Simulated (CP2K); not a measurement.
## CaF2 (Fluorite) under changes of volume

One of the cells (13.579 Å³/atom); the others are scaled copies at fixed shape and fractional positions:

```
Ca F
1.0
     3.86222    0.00000    0.00000
     1.93111    3.34478    0.00000
     1.93111    1.11493    3.15349
Ca F
1 2
Direct
  0.00000 0.00000 0.00000
  0.75000 0.75000 0.75000
  0.25000 0.25000 0.25000
```

```yaml
Program: CP2K 2026.2
Functional: LDA
Potentials_or_basis: GTH_POTENTIALS Ca GTH-PADE-q10, F GTH-PADE-q7; TZVP-MOLOPT-PBE-GTH basis
Density_cutoff: 10204 eV
k_mesh: 8 × 8 × 8
Occupations: fermi-dirac, width 0.01 eV
Spin: no spin polarisation
```

```csv
volume (Å³/atom),energy over the lowest point (meV/atom),pressure (GPa),gap on the mesh (eV)
12.764,0.00,-0.2,7.27
13.036,2.06,-2.2,7.14
13.308,7.24,-3.9,7.01
13.579,15.21,-5.5,6.89
13.851,?,?,?
14.122,38.41,-8.0,6.66
14.394,52.97,-9.1,6.56
```

Question: What does the run at 13.851 Å³/atom give?

Answer: Energy over the lowest point 25.78 meV/atom; pressure -6.8 GPa; gap on the mesh 6.78 eV.

Worked out: A Birch-Murnaghan fit of order 3 (a polynomial in V^(-2/3)) to the other rows has its minimum at 12.74 Å³/atom, just outside them, with B0 = V·E''(V) = 101 GPa and B' = 4.9. It gives 25.74 meV/atom at 13.851 Å³/atom, against the run's 25.78, and -dE/dV = -6.9 GPa, against -6.8. A straight line through the other rows of the gap, of slope -5.93 eV per unit of ln V, gives 6.78 eV, against the run's 6.78.

Energies are extrapolated to zero smearing.

Caveats: the basis of atomic orbitals isn't converged, which shifts pressures, moduli and gaps.

A mesh can miss the band edges.
